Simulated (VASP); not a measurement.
A run of VASP 6.6.1 is set up as follows.

The input INCAR:

```
SYSTEM = ZnO
PREC = Accurate
ENCUT = 600
EDIFF = 1E-7
ISMEAR = 0
SIGMA = 0.03
LREAL = .False.
LASPH = .True.
NELM = 80
ALGO = Normal
ISIF = 3
LWAVE = .False.
LCHARG = .False.
METAGGA = R2SCAN
LMIXTAU = .True.
IBRION = 2
NSW = 90
EDIFFG = -0.005
KPAR = 2
```

Contents of KPOINTS:

```
regular mesh
0
Gamma
  9 9 5
  0 0 0
```

POSCAR

```
ZnO                                     
1.0
    3.2414029735      0.0000000000     -0.0000000000
   -1.6207014867      2.8071373189      0.0000000000
    0.0000000000     -0.0000000000      5.2167996734
  Zn              O             
     2     2
Direct
     0.3333333332999970    0.6666666667000030    0.4995662650841902
     0.6666666667000030    0.3333333332999970    0.9995662650841901
     0.6666666667000030    0.3333333332999970    0.3794437349158108
     0.3333333332999970    0.6666666667000030    0.8794437349158108
```

Potentials or basis: VASP PAW PBE potentials, release 64 (Zn, O).

Run with:

```console
$ cat potpaw_PBE.64/Zn/POTCAR potpaw_PBE.64/O/POTCAR > POTCAR
$ mpirun -np 2 vasp_std > vasp.out
```

Task: What does it give for the space group after relaxing (to 0.05 Å)?

Result: P6_3mc (No. 186).

Task: Estimate the band gap on the k mesh.

Result: 1.23 eV, direct.

Forces on the atoms (eV/Å):
```
Zn   0.000  0.000  0.003
Zn   0.000  0.000  0.003
O    0.000  0.000 -0.003
O    0.000  0.000 -0.003
```

Caveat: the PAW data sets were made with another functional, which shifts forces and pressure a little. r2SCAN opens gaps a little over a GGA but as a rule still falls short of measured ones.
